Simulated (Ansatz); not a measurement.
The cell comes from COD entry 9012192, which wasn't checked; take it as a given geometry.

WS$_{2}$: DFT, LDA, PAW with Ansatz's default frozen-core files, scalar-relativistic (Ansatz 0.2.0).

Command: `ansatz run input.yaml --threads 1 --pin off --max-ram 6144MiB --backend cpu --events-out ev --progress --plain --runs-dir out` The run took 48 s on 1 thread of Intel(R) Xeon(R) Platinum 8488C (Sapphire Rapids) (shared host), peak memory 0.6 GiB.

```yaml
crystal:
  lattice:
    - [1.5790003843, 0.9116362969, 6.16333]
    - [-1.5790003843, 0.9116362969, 6.16333]
    - [0.0, -1.8232725938, 6.16333]
  atoms:
    - { symbol: W, position: [0.0, 0.0, 0.0] }
    - { symbol: S, position: [0.7503, 0.7503, 0.7503] }
    - { symbol: S, position: [0.581, 0.581, 0.581] }
kpoints:
  mp_grid: { grid: [13, 13, 13] }
  band_path:
    path:
      - [0.0, 0.0, 0.0]
      - [0.5, 0.5, 0.5]
      - [0.8187478403, 0.1812521597, 0.5]
      - [0.5, -0.1812521597, 0.1812521597]
      - [0.5, 0.0, 0.0]
      - [0.0, 0.0, 0.0]
      - [0.3406260799, -0.3406260799, 0.0]
      - [0.6593739201, 0.0, 0.3406260799]
      - [0.5, 0.0, 0.5]
    npoints: 14
scf:
  occupations: { method: fermi_dirac, width: 0.08 }
hamiltonian:
  xc: lda
  pseudopotentials: { kind: paw }
output:
  forces: true
  stress: true
  eigenvalues: true
  efg: { contact_densities: true }
  populations: true
  bader: true
  dos: { projected: true, de: 0.2, e_range: [-14, 8] }
  write_density: true
  write_potential: true
  elf: true
  volumetric_format: npy
```

Output:

```
basis.fft_grid_basis auto: the FFT boxes are laid along the combinations [[1, -1, 0], [0, 1, 0], [0, -1, 1]] of the cell's own vectors, 3.158, 6.427 and 3.158 Å long. The dense box has 24×45×24 points. Along the cell's own vectors, as sized, it would have 45×45×45, 3.52 times as many. Of the 6 symmetry operations that the crystal satisfies within crystal.symmetry.tolerance (time reversal apart; of a slab, those that keep its plane) the dense box along the cell's own vectors carries 6, and the one as laid loses 4 of those. basis.fft_grid_basis: typed keeps the cell's own vectors: state it where this run's energies or levels are differenced outside the engine with another run's, or held beside a run that keeps those vectors. Those combinations have planes normal to reciprocal vector 3, as the cell's own vectors have. Each planar average written beside output.write_density, output.write_potential has a row for each plane of the box: 24. The volumetric files lie along those combinations, not along the cell's own vectors: a cube or XSF file states them, and fields.json those of NumPy files.
W: output.efg is read without spin–orbit coupling, which moves field gradients at and beside such atoms by some per cent and up to a factor of two; PAW files take it under magnetization.noncollinear and magnetization.spin_orbit
Engine: ansatz 0.2.0
Pseudopotentials: kind: paw
Pseudopotential: W, paw, valence charge 14, recommended cutoff 420 eV (normal)
Pseudopotential: S, paw, valence charge 6, recommended cutoff 420 eV (normal)
Functional definition: SPW92
  exchange = slater_x
  correlation = pw_c
Crystal: 3 atoms, lattice volume = 53.232 Å³
Basis set: ecut = 420 eV, 1011 PW (Γ), FFT grids on a1−a2, a2, −a2+a3
Bands: 17, of which v1, the nominal top of the filled ones, is band 13 counted from 1 (12 counted from 0)
Symmetry: 6 space group operations
Space group: R3m (ITA 160), of the structure as read, at distance tolerance 3.8e-5 Å
k-points: 231 of 2197 (time reversal used)
Non-local potential: W, projectors of the file, l = 0: 3, l = 1: 2, l = 2: 2, l = 3: 1
Non-local potential: S, projectors of the file, l = 0: 2, l = 1: 2, l = 2: 2
PAW form: soft (Blöchl's): semilocal exchange-correlation on the pseudo side does not see the compensation charge
PAW frozen core: W, regenerated for the run's functional, and the local potential with it (the file was generated under x = pbe(κ = 0.804, μ = 0.2195149727645171), c = pbe(β = 0.06672455060314922))
PAW frozen core: S, regenerated for the run's functional, and the local potential with it (the file was generated under x = pbe(κ = 0.804, μ = 0.2195149727645171), c = pbe(β = 0.06672455060314922))
PAW one-centre angular grid: W, 590 points (default); XC on 64 Gauss nodes
PAW one-centre angular grid: S, 110 points (default); XC on 64 Gauss nodes
Initial density: superposition of atomic densities (neutral atoms: chi_scale 0, normalization atom), corrected by the library's trained network
Initial wavefunctions: pseudopotential atomic-orbital guess
Functional: x = slater, c = lda
SCF iter   1: F=—  HF=-11871.678911 eV  |F-HF|=—  |Δ(HF+E_count)|=         —  Δρ=1.00e-2  dr2=8.48e-2  ethr=1.77e-3  ⟨swp⟩=5.7  Hψ=21755  notcnv=0
preconditioner: auto → none  [insulator: Δε(μ)=1.000 eV  Ē_g=8.715 eV  σ=0.080 eV  W_gap=0.99  n_scr=16 (ndim 8)  ℏωp=21.6 eV  f_vac=0.015  D(μ)=0.00/eV (n_scr^D=0)  ε∞_Penn≈7.1]
SCF iter   2: F=—  HF=-11871.706213 eV  |F-HF|=—  |Δ(HF+E_count)|=   2.73e-2  Δρ=1.17e-2  dr2=2.53e-1  ethr=3.26e-4  ⟨swp⟩=3.7  Hψ=9521  notcnv=0  recentre
SCF iter   3: F=—  HF=-11871.666317 eV  |F-HF|=—  |Δ(HF+E_count)|=   3.99e-2  Δρ=4.43e-3  dr2=8.03e-3  ethr=3.26e-4  ⟨swp⟩=2.8  Hψ=6715  notcnv=0
SCF iter   4: F=—  HF=-11871.665656 eV  |F-HF|=—  |Δ(HF+E_count)|=   6.61e-4  Δρ=9.75e-4  dr2=2.17e-4  ethr=3.09e-5  ⟨swp⟩=1.8  Hψ=5234  notcnv=0
SCF iter   5: F=—  HF=-11871.665683 eV  |F-HF|=—  |Δ(HF+E_count)|=   2.64e-5  Δρ=1.76e-4  dr2=3.47e-5  ethr=8.34e-7  ⟨swp⟩=2.0  Hψ=5612  notcnv=0
SCF iter   6: F=—  HF=-11871.665675 eV  |F-HF|=—  |Δ(HF+E_count)|=   7.05e-6  Δρ=1.07e-4  dr2=2.57e-6  ethr=1.34e-7  ⟨swp⟩=2.0  Hψ=5319  notcnv=0
SCF iter   7: F=—  HF=-11871.665676 eV  |F-HF|=—  |Δ(HF+E_count)|=   1.37e-7  Δρ=2.14e-5  dr2=2.01e-7  ethr=9.87e-9  ⟨swp⟩=2.0  Hψ=5920  notcnv=0
SCF iter   8: F=-11871.665676 eV  HF=-11871.665676 eV  |F-HF|=1.81e-8  |Δ(HF+E_count)|=   3.20e-8  Δρ=7.08e-6  dr2=2.76e-8  ethr=3.85e-10  ⟨swp⟩=9.3  Hψ=25773  notcnv=0
SCF 1 converged in 8 iterations: F = -11871.665676 eV  dr2 = 2.76e-8
  greatest PAW one-centre occupation: 1.000 electrons in one spin orbital (limit 2), on the W atom at site 0 (counted from 0), in its partial waves of l = 0
NSCF: frozen V_eff on 113 k-points
SCF converged after 8 iterations
Free energy (F): -11871.665676 eV
Harris-Foulkes:  -11871.665676 eV  (|F-HF|=1.81e-8)
Internal energy: -11871.665637 eV  (E = F + TS)
E sigma→0 (E₀):  -11871.665656 eV
Entropy (-TS):   -0.000039 eV (-0.013 meV/atom)
Fermi energy:    11.892265 eV
--- Per-component energies (eV) ---
  E_band       = -192.926832
  E_kinetic    = 668.005441
  E_local      = -1766.527821  (includes V_loc(G=0)·N_el)
  E_nonlocal   = 65.204723
  E_hartree    = 699.040039
  E_xc         = -458.961273
  E_vxc        = -416.219220  (∫ρ·V_xc dr)
  E_paw        = -9447.336225  (= ΣΔE_a)
  E_vpaw       = -141.467076  (= ΣTr[D̂ρ^β])
  E_aug_tail   = -0.000068  (compensation charges beyond the density's cutoff)
  E_ewald      = -1631.680002
  E_core_change = 0.589548  (= ΣΔE_core)
  E_smearing   = -0.000039  (= −TS)
  E_closure    = 0.000000  (closes the sum)
  Σ components = -11871.665676   (vs F -11871.665676, Δ=0.00e0)
--- Forces (eV/Å), atoms counted from 1 ---
  atom   1  W     -0.00000000    -0.00000000    -0.58478050
  atom   2  S     -0.00000000     0.00000000     0.01962790
  atom   3  S      0.00000000    -0.00000000     0.56514261
  max |Σ_I F_I| component: 9.99e-6 eV/Å
--- Stress (GPa, compression-positive) ---
       -3.808611       0.000000       0.000000
        0.000000      -3.808611      -0.000000
        0.000000      -0.000000      -3.332923
  P = ⅓ Tr σ = -3.6500 GPa (-36.500 kbar)
--- PAW observables at the nuclei: V_zz in 10²¹ V/m², potentials from the cell's mean, atoms counted from 1 ---
  atom   1  W  V_zz =   -17.560278   η = 0.0000   by run symmetry: allowed
            electrostatic potential = -14806.295376 V   contact ρ = 8788644.179694 e/Å³
  atom   2  S  V_zz =    -4.970271   η = 0.0000   by run symmetry: allowed
            electrostatic potential = -1638.809912 V   contact ρ = 19606.900764 e/Å³
  atom   3  S  V_zz =    -4.189687   η = 0.0000   by run symmetry: allowed
            electrostatic potential = -1638.778286 V   contact ρ = 19607.473020 e/Å³
--- Band table (eV; the first three rows and the last of 231) ---
  k-point 0: bands = ["-63.0705", "-27.3673", "-27.1795", "-27.1795", "-4.1291", "-2.1114", "3.8137", "7.9378", "7.9378", "9.1913", "9.1913", "9.9461", "10.2424", "13.6526", "13.6526", "14.0158", "14.0158"]
  k-point 1: bands = ["-63.0694", "-27.3634", "-27.2011", "-27.1845", "-4.0263", "-2.0824", "3.9403", "7.6793", "8.0385", "8.7894", "9.0306", "10.0296", "10.3334", "13.5396", "13.7445", "13.7805", "13.9848"]
  k-point 2: bands = ["-63.0664", "-27.3526", "-27.2602", "-27.1983", "-3.7303", "-1.9986", "4.2910", "7.0607", "8.0737", "8.3109", "8.6564", "9.9739", "10.2991", "13.0364", "13.6821", "13.7753", "14.3110"]
  k-point 230: bands = ["-63.0694", "-27.3635", "-27.2011", "-27.1845", "-3.7990", "-2.5097", "4.9976", "7.4415", "7.6663", "8.0213", "9.0644", "9.2374", "11.3004", "13.6488", "13.7371", "13.7989", "13.9864"]
--- Löwdin populations: 3 sites ---
  site symbol       q [e]
     0      W     13.5838
     1      S      6.0838
     2      S      6.0982
  spilling = 0.009008 (of n_electrons = 26.000000)
--- Bader charges: 3 sites ---
  site symbol  charge [e]  shift [e]
     0      W      1.2798     0.0054
     1      S     -0.6454     0.0029
     2      S     -0.6344     0.0025
  estimated error of the sums over rays = 2.6e-4 e
```

populations.tsv:

```
# site	symbol	l	j	q
# orbitals = lowdin
# n_electrons = 26.000000
# spilling = 0.009008
0	W	0_5S	-	1.976472
0	W	0_6S	-	0.605869
0	W	1_5P	-	5.995771
0	W	2_5D	-	5.005734
1	S	0_3S	-	1.771859
1	S	1_3P	-	4.311906
2	S	0_3S	-	1.783950
2	S	1_3P	-	4.314235
```

bader_charges.tsv:

```
# site	symbol	x_ang	y_ang	z_ang	partial_charge_e	electrons	volume_ang3	relative_density_drop	shared_charge_e	partial_wave_shift_e
# quadrature_error_electrons = 2.6e-4
0	W	0.0000	0.0000	0.0000	1.27976	72.72024	13.01	-	1.27976	0.00537
1	S	0.0000	0.0000	13.8730	-0.64538	16.64538	20.01	-	-0.64538	0.00291
2	S	0.0000	0.0000	10.7427	-0.63438	16.63438	20.21	-	-0.63438	0.00246
```
